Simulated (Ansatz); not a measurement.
## Straining CoSn

Method: DFT PBE, scalar-relativistic, plane waves, PAW in Ansatz. Run with 420 eV cutoff, 12×12×8 k-mesh, Gaussian smearing of 0.10 eV, no spin polarisation.

The relaxed crystal:

```
CELL_PARAMETERS angstrom
5.29659 0.00000 0.00000
-2.64829 4.58698 0.00000
0.00000 0.00000 4.23029
ATOMIC_POSITIONS crystal
Co 0.00000 0.50000 0.00000
Co 0.50000 0.50000 0.00000
Co 0.50000 0.00000 0.00000
Sn 0.66667 0.33333 0.50000
Sn 0.33333 0.66667 0.50000
Sn 0.00000 0.00000 0.00000
```

Deformation: biaxial strain in the a-b plane, with the length and tilt of c and the atoms relaxed, all within the symmetry that the strain leaves. Energies are extrapolated to zero smearing.

| strain (%) | ΔE (meV/atom) | a (Å) | b (Å) | c (Å) |
| --- | --- | --- | --- | --- |
| -6.0 | 136.8 | 4.979 | 4.979 | 4.377 |
| -4.0 | 57.2 | 5.085 | 5.085 | 4.322 |
| -2.0 | 13.5 | 5.191 | 5.191 | 4.274 |
| +0.0 | 0.0 | 5.297 | 5.297 | 4.230 |
| +2.0 | 11.6 | 5.403 | 5.403 | 4.190 |
| +4.0 | 43.3 | 5.508 | 5.508 | 4.150 |
| +6.0 | 90.8 | 5.614 | 5.614 | 4.109 |

Task: What stiffness (1/V) d²E/dε² at zero strain does a cubic fit over all points give?

Result: A cubic fit gives (1/V) d²E/dε² = 592 GPa at zero strain (twice the biaxial modulus).

Task: How does the free axis c answer a small strain?

Result: Between the innermost points its strain is -0.50 times the applied one.